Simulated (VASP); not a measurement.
# Cu (Fm-3m) in VASP: single point with PBE

Aim: the single point of Cu with PBE.

All numbers are computed with VASP 6.6.1; they aren't measurements. Logs are shortened: lines on timing, memory, paths and dates and some standing lists are left out, and cuts for length are marked.

## 1. The structure

Symmetry: Fm-3m, No. 225, cubic system. Conventional cell: a = 3.636 Å, b = 3.636 Å, c = 3.636 Å, α = 90.00°, β = 90.00°, γ = 90.00°. Cu (site symmetry m-3m) is surrounded by 12 Cu at 2.57 Å.

## 2. Single point, PBE

Contents of INCAR:

```
SYSTEM = Cu
  PREC = Accurate
  ENCUT = 520
  EDIFF = 1E-6
  ISMEAR = 1
  SIGMA = 0.1
  LREAL = .False.
  LASPH = .True.
  NELM = 80
  ALGO = Normal
  ISIF = 2
  LWAVE = .False.
  LCHARG = .False.
  GGA = PE
  ICORELEVEL = 1
```

Contents of KPOINTS:

```
regular mesh
0
Gamma
  15 15 25
  0 0 0
```

Contents of POSCAR:

```
Cu
1.0
    2.5708408500      0.0000000000      0.0000000000
   -1.2854204300      2.2264134900      0.0000000000
    1.2854204300      0.7421378300      2.0990827700
Cu
1
Direct
    0.0000000000      0.0000000000      0.0000000000
```

Potentials or basis: VASP PAW PBE potentials, release 64 (Cu).

Started as:

```console
> cat potpaw_PBE.64/Cu/POTCAR > POTCAR
> mpirun -np 1 vasp_std > vasp.out
```

OUTCAR:

```text
SYSTEM = Cu
   PREC = Accurate
   ENCUT = 520
   EDIFF = 1E-6
   ISMEAR = 1
   LREAL = .False.
   LASPH = .True.
   NELM = 80
   ISIF = 2
   GGA = PE

 ion  position               nearest neighbor table
   1  0.000  0.000  0.000-

  LATTYP: Found a face centered cubic cell.
 ALAT       =     3.6357179968

  Lattice vectors:

 A1 = (  -2.5708408500,   0.0000000000,   0.0000000000)
 A2 = (  -1.2854204200,   0.7421378300,   2.0990827700)
 A3 = (  -1.2854204300,   2.2264134900,   0.0000000000)

Analysis of symmetry for initial positions (statically):
=====================================================================
 Subroutine PRICEL returns:
 Original cell was already a primitive cell.

 Routine SETGRP: Setting up the symmetry group for a
 face centered cubic supercell.

 Subroutine GETGRP returns: Found 48 space group operations
 (whereof 48 operations were pure point group operations)
 out of a pool of 48 trial point group operations.

The static configuration has the point symmetry O_h .

Analysis of symmetry for dynamics (positions and initial velocities):
=====================================================================
 Subroutine PRICEL returns:
 Original cell was already a primitive cell.

 Routine SETGRP: Setting up the symmetry group for a
 face centered cubic supercell.

 Subroutine GETGRP returns: Found 48 space group operations
 (whereof 48 operations were pure point group operations)
 out of a pool of 48 trial point group operations.

The dynamic configuration has the point symmetry O_h .

 Subroutine INISYM returns: Found 48 space group operations
 (whereof 48 operations are pure point group operations),
 and found     1 'primitive' translations

----------------------------------------------------------------------------------------

                                     Primitive cell

  volume of cell :      12.0146

  direct lattice vectors                    reciprocal lattice vectors
     2.570840850  0.000000000  0.000000000     0.388977793  0.224576434 -0.317599038
    -1.285420430  2.226413490  0.000000000     0.000000000  0.449152866 -0.158799519
     1.285420430  0.742137830  2.099082770     0.000000000  0.000000000  0.476398556

  length of vectors
     2.570840850  2.570840857  2.570840858     0.550097671  0.476398556  0.476398556

  position of ions in fractional coordinates (direct lattice)
     0.000000000  0.000000000  0.000000000

  ion indices of the primitive-cell ions
   primitive index   ion index
                 1           1

----------------------------------------------------------------------------------------

 KPOINTS: regular mesh

Automatic generation of k-mesh.
 Grid dimensions read from file:
 generate k-points for:   15   15   25

 Generating k-lattice:

  Cartesian coordinates                     Fractional coordinates (reciprocal lattice)
     0.025931853  0.014971762 -0.021173269     0.066666667 -0.000000000  0.000000000
     0.000000000  0.029943524 -0.010586635     0.000000000  0.066666667 -0.000000000
     0.000000000  0.000000000  0.019055942     0.000000000  0.000000000  0.040000000

  Length of vectors
     0.036673178  0.031759904  0.019055942

  Shift w.r.t. Gamma in fractional coordinates (k-lattice)
     0.000000000  0.000000000  0.000000000

 -----------------------------------------------------------------------------
|                                                                             |
|           W    W    AA    RRRRR   N    N  II  N    N   GGGG   !!!           |
|           W    W   A  A   R    R  NN   N  II  NN   N  G    G  !!!           |
|           W    W  A    A  R    R  N N  N  II  N N  N  G       !!!           |
|           W WW W  AAAAAA  RRRRR   N  N N  II  N  N N  G  GGG   !            |
|           WW  WW  A    A  R   R   N   NN  II  N   NN  G    G                |
|           W    W  A    A  R    R  N    N  II  N    N   GGGG   !!!           |
|                                                                             |
|     Your reciprocal lattice and k-lattice belong to different lattice       |
|     classes:                                                                |
|                                                                             |
|        The reciprocal lattice is body-centered cubic,                       |
|        whereas your k-lattice is base-centered monoclinic.                  |
|                                                                             |
|     Results are often still useful ...                                      |
|                                                                             |
 -----------------------------------------------------------------------------

 WARNING: IBZKPT: internal override: KBLOWUP is changed to .FALSE.
      ... skipping the blow-up phase ...

 Subroutine IBZKPT returns following result:
 ===========================================

 Found   1040 irreducible k-points:

 Following reciprocal coordinates:
            Coordinates               Weight
  0.000000  0.000000  0.000000      1.000000
  0.066667  0.000000  0.000000      2.000000
  0.133333  0.000000 -0.000000      2.000000
  0.200000  0.000000  0.000000      6.000000
  0.266667  0.000000 -0.000000      2.000000
  0.333333  0.000000  0.000000      2.000000
[... 16 lines left out ...]
  0.400000  0.133333  0.000000     12.000000
 -0.066667  0.133333 -0.000000      2.000000
 [... further k-points ...]
   k-points           NKPTS =   1040   k-points in BZ     NKDIM =   1040   number of bands    NBANDS=      9
   number of dos      NEDOS =    301   number of ions     NIONS =      1
   total plane-waves  NPLWV =   8000
   dimension x,y,z NGX =    20 NGY =   20 NGZ =   20
   dimension x,y,z NGXF=    40 NGYF=   40 NGZF=   40
   ions per type =               1
   NGX,Y,Z   is equivalent  to a cutoff of  12.93, 12.93, 12.93 a.u.
   NGXF,Y,Z  is equivalent  to a cutoff of  25.87, 25.87, 25.87 a.u.
 SYSTEM =  Cu
   PREC   = accura    normal or accurate (medium, high low for compatibility)
   ISTART =      0    job   : 0-new  1-cont  2-samecut
   ICHARG =      2    charge: 1-file 2-atom 10-const
   ISPIN  =      1    spin polarized calculation?
   LNONCOLLINEAR =      F non collinear calculations
   LSORBIT =      F    spin-orbit coupling
   LASPH  =      T    aspherical Exc in radial PAW
   ENCUT  =  520.0 eV  38.22 Ry    6.18 a.u.   4.78  4.78  4.78*2*pi/ulx,y,z
   NELM   =     80;   NELMIN=  2; NELMDL= -5     # of ELM steps
   EDIFF  = 0.1E-05   stopping-criterion for ELM
   LREAL  =      F    real-space projection
   EDIFFG = 0.1E-04   stopping-criterion for IOM
   NSW    =      0    number of steps for IOM
   IBRION =     -1    ionic relax: 0-MD 1-quasi-New 2-CG
   NFREE  =      0    steps in history (QN), initial steepest desc. (CG)
   ISIF   =      2    stress and relaxation
   ISYM   =      2    0-nonsym 1-usesym 2-fastsym
   POTIM  = 0.5000    time-step for ionic-motion
   TEBEG  =    0.0;   TEEND  =   0.0 temperature during run
   PSTRESS=    0.0 pullay stress
   NELECT =      11.0000    total number of electrons
   NUPDOWN=      -1.0000    fix difference up-down
   EMIN   =  10.00;   EMAX   =-10.00  energy-range for DOS
   EFERMI =   0.00;   METHOD = LEGACY
   ISMEAR =     1;   SIGMA  =   0.10  broadening in eV -4-tet -1-fermi 0-gaus
   EFERMI_NEDOS =   21; number of points for ismear=-14 and -15
   IALGO  =     38    algorithm
   IMIX   =      4    mixing-type and parameters
     AMIX     =   0.40;   BMIX     =  1.00
     AMIX_MAG =   1.60;   BMIX_MAG =  1.00
  volume/ion in A,a.u.               =      12.01        81.08
  Fermi-wavevector in a.u.,A,eV,Ry     =   1.589653  3.004008 34.381856  2.526995
  Thomas-Fermi vector in A             =   2.688469
   LORBIT       =      0    0 simple, 1 ext, 2 COOP (PROOUT), +10 PAW based schemes
   GGA     = PE    functional components
   LHFCALC =     F    Hartree Fock is set to
   AEXX    =    0.0000 exact exchange contribution
   IVDW    =     0    specifies the selected vdW correction
   LEPSILON=     F    determine dielectric tensor
   LRPA    =     F    only Hartree local field effects (RPA)
 non-spin polarized calculation
 Methfessel and Paxton  Order N= 1 SIGMA  =   0.10
  energy-cutoff  :      520.00
  volume of cell :       12.01
 maximum number of plane-waves:       334
   NGX =  9   NGY =  9   NGZ =  9

 number of electron      10.9999996 magnetization

 Free energy of the ion-electron system (eV)
  ---------------------------------------------------
  ext. energy  EPLUGINS =         0.00000000
  ---------------------------------------------------
  free energy    TOTEN  =        -3.72757629 eV

  energy without entropy =       -3.72774922  energy(sigma->0) =       -3.72763394

 the core state eigenenergies are
   1-  1s  -8841.3672  2s  -1053.6584  2p   -908.1229  3s   -105.2346  3p    -62.5998

 E-fermi :   7.4418     XC(G=0): -12.6270

 val. band max:        7.4395271518   @ k =   0.1333   0.4667   0.0400
 cond. band min:       7.4454911975   @ k =  -0.3333  -0.0000   0.1200
 fundamental gap:      0.0059640458
 Fermi energy:         7.4417819036

 k-point     1 :       0.0000    0.0000    0.0000
  band No.  band energies     occupation
      1      -1.8468      2.00000
      2       4.3962      2.00000
      3       4.3962      2.00000
      4       4.3962      2.00000
      5       5.1963      2.00000
      6       5.1963      2.00000
      7      29.8315      0.00000
      8      32.3427      0.00000
      9      32.3427      0.00000

 k-point     2 :       0.0667    0.0000    0.0000
  band No.  band energies     occupation
      1      -1.6337      2.00000
      2       4.3344      2.00000
      3       4.4460      2.00000
      4       4.4460      2.00000
      5       5.1406      2.00000
      6       5.2189      2.00000
      7      29.1420      0.00000
      8      30.5603      0.00000
      9      30.5603      0.00000
[... 253 lines left out ...]
 k-point    24 :      -0.0667    0.1333   -0.0000
  band No.  band energies     occupation
      1      -1.4230      2.00000
      2       4.3027      2.00000
      3       4.4689      2.00000
      4       4.4822      2.00000
      5       5.1274      2.00000
      6       5.2126      2.00000
      7      27.5817      0.00000
      8      28.5794      0.00000
      9      31.5043      0.00000

 k-point    25 :       0.0000    0.2000    0.0000

------------------------ aborting loop because EDIFF is reached ----------------------------------------

  FORCE on cell =-STRESS in cart. coord.  units (eV):
  Direction    XX          YY          ZZ          XY          YZ          ZX
  --------------------------------------------------------------------------------------
  -------------------------------------------------------------------------------------
  Total       -0.0186087     -0.0186087     -0.0186087      0.0000000      0.0000000     -0.0000000
  in kB       -2.4815117     -2.4815117     -2.4815117      0.0000000      0.0000000     -0.0000000
  external PRESSURE =      -2.4815117 kB  Pullay stress =       0.0000000 kB

 VOLUME and BASIS-vectors are now :
 -----------------------------------------------------------------------------
  energy-cutoff  :      520.00
  volume of cell :       12.01
      direct lattice vectors                 reciprocal lattice vectors
     2.570840850  0.000000000  0.000000000     0.388977793  0.224576434 -0.317599038
    -1.285420430  2.226413490  0.000000000     0.000000000  0.449152866 -0.158799519
     1.285420430  0.742137830  2.099082770     0.000000000  0.000000000  0.476398556

 POSITION                                       TOTAL-FORCE (eV/Angst)
 -----------------------------------------------------------------------------------
      0.00000      0.00000      0.00000        -0.000000     -0.000000      0.000000
 -----------------------------------------------------------------------------------
    total drift:                               -0.000000      0.000000     -0.000000

  FREE ENERGIE OF THE ION-ELECTRON SYSTEM (eV)
  ---------------------------------------------------
  free  energy   TOTEN  =        -3.7275762919 eV

  energy  without entropy=       -3.7277492228  energy(sigma->0) =       -3.72763394
```

Wall time 44 s (1 thread of Intel Xeon 6975P-C (Granite Rapids), shared host); peak memory 0.23 GiB.

Results:

```yaml
Free_energy: -3.7276 eV
Pressure: -0.2 GPa
Band_gap_on_the_k_mesh: none (metal or under the smearing width)
```

Core levels (eV, on the scale of the bands):
```tsv
atom	levels
1 Cu	1s -8841.4, 2s -1053.7, 2p -908.1, 3s -105.2, 3p -62.6
```
